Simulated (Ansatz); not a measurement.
The system is CsSnBr3.

```
Cs Sn Br
1.0
     5.83901    0.00000    0.00000
     0.00000    5.83901    0.00000
     0.00000    0.00000    5.83901
Cs Sn Br
1 1 3
Cartesian
  0.0000 0.0000 0.0000
  2.9195 2.9195 2.9195
  0.0000 2.9195 2.9195
  2.9195 2.9195 0.0000
  2.9195 0.0000 2.9195
```

The cell is a database's computed one.

Base run:

| Property | Result |
| --- | --- |
| Program | Ansatz 0.2.0 |
| Functional | LDA |
| Potentials or basis | Ansatz PAW |
| Cutoff | 420 eV (not typed: the program's choice for these potentials) |
| k mesh | 4 × 4 × 4 |
| Occupations | fermi-dirac, width 0.05 eV |
| Spin | spin-orbit coupling, no magnetisation |

Its results: band gap on the k mesh 0.07 eV, direct; pressure -1.8 GPa.

Question: The run is repeated on the same cell with these changes: functional from LDA to PBEsol. What comes out?

Answer: Band gap on the k mesh 0.06 eV, direct; pressure -0.7 GPa.

PBEsol binds less tightly than LDA, so the same cell stands under more pressure.

Caveats: the PAW data sets come from PBE, with cores solved anew for the run's functional, which leaves a small shift of forces and pressure.
